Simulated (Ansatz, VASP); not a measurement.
Nb in VASP and in Ansatz

Contents of POSCAR:

```
Nb
1.0
   -1.6576511193      1.6576511193      1.6576511193
    1.6576511193     -1.6576511193      1.6576511193
    1.6576511193      1.6576511193     -1.6576511193
Nb
1
Direct
    0.0000000000      0.0000000000      0.0000000000
```

INCAR.step1

```
SYSTEM = Nb
PREC = Accurate ; ENCUT = 520
ISMEAR = 0 ; SIGMA = 0.05
LREAL = .FALSE. ; LASPH = .TRUE.
NELM = 100 ; NBANDS = 12
GGA = PE ; ALGO = Normal
EDIFF = 1E-4 ; LWAVE = .TRUE.
LCHARG = .FALSE.
```

INCAR.step2

```
SYSTEM = Nb
PREC = Accurate ; ENCUT = 520
EDIFF = 1E-6 ; ISMEAR = 0
SIGMA = 0.05 ; LREAL = .FALSE.
LASPH = .TRUE. ; NELM = 100
ALGO = Normal ; ISIF = 2
LWAVE = .FALSE. ; LCHARG = .FALSE.
METAGGA = R2SCAN ; LMIXTAU = .TRUE.
NBANDS = 12 ; ISTART = 1
```

Contents of KPOINTS:

```
Automatic mesh
0
G
  18 18 18
  0 0 0
```

Input for Ansatz:

```yaml
crystal:
  lattice:
    - [-1.6576511193, 1.6576511193, 1.6576511193]
    - [1.6576511193, -1.6576511193, 1.6576511193]
    - [1.6576511193, 1.6576511193, -1.6576511193]
  atoms:
    - { symbol: Nb, position: [0.0, 0.0, 0.0] }
basis:
  ecutwfc: 500
  ecutrho_ratio: 4
kpoints:
  mp_grid: { grid: [18, 18, 18] }
hamiltonian:
  xc: r2scan
scf:
  occupations: { method: gaussian, width: 0.05 }
output:
  forces: true
  stress: true
  eigenvalues: true
```

Alike in both runs: task single point; functional r2SCAN; k mesh 18 × 18 × 18; occupations gaussian, width 0.05 eV; no spin polarisation.

|  | VASP | Ansatz |
| --- | --- | --- |
| version | VASP 6.6.1 | Ansatz 0.2.0 |
| potentials or method | VASP PAW PBE potentials, release 64 (Nb_sv) | scalar-relativistic, plane waves, PAW |
| plane-wave cutoff (eV) | 520 | 500 |
| valence electrons in the cell | 13 | 13 |

|  | VASP | Ansatz | Ansatz less VASP |
| --- | --- | --- | --- |
| pressure (GPa) | -1.8 | -1.7 | +0.15 |

The functional is the same, so the differences come from potentials, cutoffs and numerics.

Caveats: the PAW data sets were made with another functional, which shifts forces and pressure a little (VASP).
